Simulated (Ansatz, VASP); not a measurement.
**Two plane-wave programs on Cs**

```
CELL_PARAMETERS angstrom
-3.08178 3.08178 3.08178
3.08178 -3.08178 3.08178
3.08178 3.08178 -3.08178
ATOMIC_POSITIONS crystal
Cs 0.00000 0.00000 0.00000
```

Change from the starting cell: volume scaled by 1.06, PAW files.

Alike in both runs: task electric field gradients; functional LDA; k mesh 9 × 9 × 9; occupations fermi-dirac, width 0.05 eV; no spin polarisation.

|  | VASP | Ansatz |
| --- | --- | --- |
| version | VASP 6.6.1 | Ansatz 0.2.0 |
| potentials or method | VASP PAW LDA potentials, release 64 (Cs_sv) | PAW with Ansatz's default frozen-core files, scalar-relativistic |
| plane-wave cutoff (eV) | 520 | 420 |
| valence electrons in the cell | 9 | 9 |

|  | VASP | Ansatz | Ansatz less VASP |
| --- | --- | --- | --- |
| pressure (GPa) | -0.4 | -0.4 | +0.01 |
| Vzz of the field gradient on the site that differs most (V/Å²) | 0.0 | 0.0 | 0.00 |

Ansatz warned: «gradients_without_spin_orbit».

The runs have no spin-orbit coupling, so splittings on Cs are missing.
